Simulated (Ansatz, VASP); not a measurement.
PtSe2 (Sudovikovite): VASP beside Ansatz

```
Pt Se
1.0
     3.72400    0.00000    0.00000
    -1.86200    3.22508    0.00000
     0.00000    0.00000    5.06200
Pt Se
1 2
Direct
  0.00000 0.00000 0.00000
  0.66667 0.33333 0.75000
  0.33333 0.66667 0.25000
```

Alike in both runs: task single point; functional PBE; k mesh 8 × 8 × 5; occupations gaussian, width 0.05 eV; no spin polarisation.

```csv
,VASP,Ansatz
version,VASP 6.6.1,Ansatz 0.2.0
potentials or method,"VASP PAW PBE potentials, release 64 (Pt, Se)",Ansatz PAW
plane-wave cutoff (eV),520,420
valence electrons in the cell,22,50
```

Ansatz gave:

| Property | Result |
| --- | --- |
| gap on the k mesh at the Fermi level (eV) | none |
| pressure (GPa) | 7.3 |
| largest component of the traceless stress (GPa) | 1.18 |
| rms of the force components (eV/Å) | 0.273 |

Estimate VASP's values.

gap on the k mesh at the Fermi level (eV): none; pressure (GPa): 7.3; largest component of the traceless stress (GPa): 1.19; rms of the force components (eV/Å): 0.277.

Atom by atom the forces differ by 0.004 eV/Å (rms over components). A gap of «none» marks a metal or a gap that the smearing closes. With one functional, cell and mesh, what is left measures potentials, basis and numerics. The two sets of potentials don't hold the same shells in valence.

Spin-orbit coupling is left out, which matters for the levels of Pt.
